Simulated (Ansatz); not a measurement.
**CdO (Monteponite): band structure with r2SCANh**

Crystal: CdO (Monteponite).

```
Cd O
1.0
     0.00000    2.34950    2.34950
     2.34950    0.00000    2.34950
     2.34950    2.34950    0.00000
Cd O
1 1
Direct
  0.00000 0.00000 0.00000
  0.50000 0.50000 0.50000
```

```
Program                             : Ansatz 0.2.0
Task                                : band structure
Functional                          : r2SCANh
Potentials or basis                 : Ansatz PAW
Cutoff                              : 500 eV (not typed: the program's choice for these potentials)
k mesh                              : 5 × 5 × 5
Occupations                         : fermi-dirac, width 0.05 eV
Spin                                : no spin polarisation
Path                                : [["G", "X", "W", "K", "G", "L", "U", "W", "L", "K"], ["U", "X"]]
Points for each segment of the path : 4
```

```yaml
Pressure: -0.7 GPa
Band_gap_on_the_k_mesh: 0.96 eV, indirect (least direct gap 2.21 eV)
Band_gap_along_the_path: 0.83 eV, indirect (least direct gap 2.21 eV)
```

Levels at the corners of the path, in eV from the valence-band top:
```csv
point,band 10,band 11,band 12,band 13,band 14,band 15,band 16,band 17
Γ,-6.94,-1.38,-1.38,-1.38,0.83,16.02,18.72,18.72
X,-6.24,-4.42,-2.39,-2.39,5.51,10.25,12.63,15.34
W,-6.35,-3.10,-3.10,-1.87,7.68,10.56,10.56,12.56
K,-6.53,-3.52,-2.94,-1.31,7.09,10.20,10.30,14.89
Γ,-6.94,-1.38,-1.38,-1.38,0.83,16.02,18.72,18.72
L,-6.70,-3.97,0.00,0.00,5.85,9.08,13.67,13.67
U,-6.53,-3.52,-2.94,-1.31,7.09,10.20,10.30,14.89
W,-6.35,-3.10,-3.10,-1.87,7.68,10.56,10.56,12.56
L,-6.70,-3.97,0.00,0.00,5.85,9.08,13.67,13.67
K,-6.53,-3.52,-2.94,-1.31,7.09,10.20,10.30,14.89
U,-6.53,-3.52,-2.94,-1.31,7.09,10.20,10.30,14.89
X,-6.24,-4.42,-2.39,-2.39,5.51,10.25,12.63,15.34
```

Run time: 53 s on 2 threads of AMD EPYC 9R14 (Zen 4) (shared host), peak memory 0.83 GiB.

Caveat: the k mesh is coarse (spacing up to 0.46 Å⁻¹), so the values aren't converged, least of all with exact exchange; the k mesh misses the band edges, so the gap on the mesh is wider than the one along the path; the PAW data sets come from PBE, with cores solved anew for the run's functional, which leaves a small shift of forces and pressure; the thresholds are loose for stress.
